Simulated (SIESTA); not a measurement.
The system is Ni.

```
CELL_PARAMETERS angstrom
0.00000 1.73757 1.73757
1.73757 0.00000 1.73757
1.73757 1.73757 0.00000
ATOMIC_POSITIONS crystal
Ni 0.00000 0.00000 0.00000
```

Base run:

- Program: SIESTA 5.4.2
- Functional: PBEsol
- Potentials or basis: PseudoDojo 0.4 standard (PBEsol files)
- Basis: DZP (energy shift 0.003 Ry; two zetas on semicore shells)
- Grid cutoff: 800 Ry
- Energy shift: 0.003 Ry
- k mesh: 13 × 13 × 13
- Occupations: fermi-dirac, width 0.05 eV
- Spin: collinear spin, ferromagnetic start
- Starting moments: [1.0] μB

Its results: band gap on the k mesh none (metal or under the smearing width); pressure -2.2 GPa; net moment 0.63 μB per cell; site moments Ni +0.63 μB.

**Question.** The run is repeated on the same cell with these changes: functional from PBEsol to LDA; potentials or basis from PseudoDojo 0.4 standard (PBEsol files) to PseudoDojo 0.4 standard (LDA files). What comes out?

**Answer.** Band gap on the k mesh none (metal or under the smearing width); pressure -10.6 GPa; net moment 0.62 μB per cell; site moments Ni +0.62 μB.

Caveats: short orbitals over semicore shells can move pressures by several GPa; the basis of atomic orbitals isn't converged, which shifts pressures, moduli and gaps.
